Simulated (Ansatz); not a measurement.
## TiAl3: computed properties

Method: Ansatz 0.2.0, DFT PBE, scalar-relativistic, plane waves, PAW.

Settings: cutoff 420 eV, Γ-centred mesh 12×12×8 on the computed 8-atom cell, Gaussian smearing of 0.10 eV; no spin polarisation.

The structure is relaxed at this level of theory with its symmetry kept, and needn't be the ground state of this composition.

Space group P6_3/mmc (No. 194), hexagonal, a = 5.572 Å, c = 4.725 Å. Ti has 12 Al at 2.79–2.86 Å; Al has 8 Al at 2.77–2.85 Å and 4 Ti at 2.79–2.86 Å.

```json
{
  "Volume per atom": "15.88 Å³",
  "Formation energy from the elements' standard states (uncorrected)": "-0.316 eV/atom",
  "Kohn–Sham band gap": "none (metal)",
  "Density of states at the Fermi level": "5.2 states/eV per cell",
  "Orbital (Löwdin) character within 0.5 eV of the Fermi level": "Ti 3d 61 %, Al 3p 25 %, Al 3s 8 %",
  "Bader charge by site (e)": "Ti (2 in the cell) 0.77, Al (6 in the cell) -0.26"
}
```

Another cell of TiAl3 relaxed alike, in Pm-3m, lies 51 meV/atom lower, so this cell isn't the stable form at this level.

The cell was found from a structure generator's guess, not taken from experiment. Löwdin shares on free-atom orbitals overweight diffuse shells.
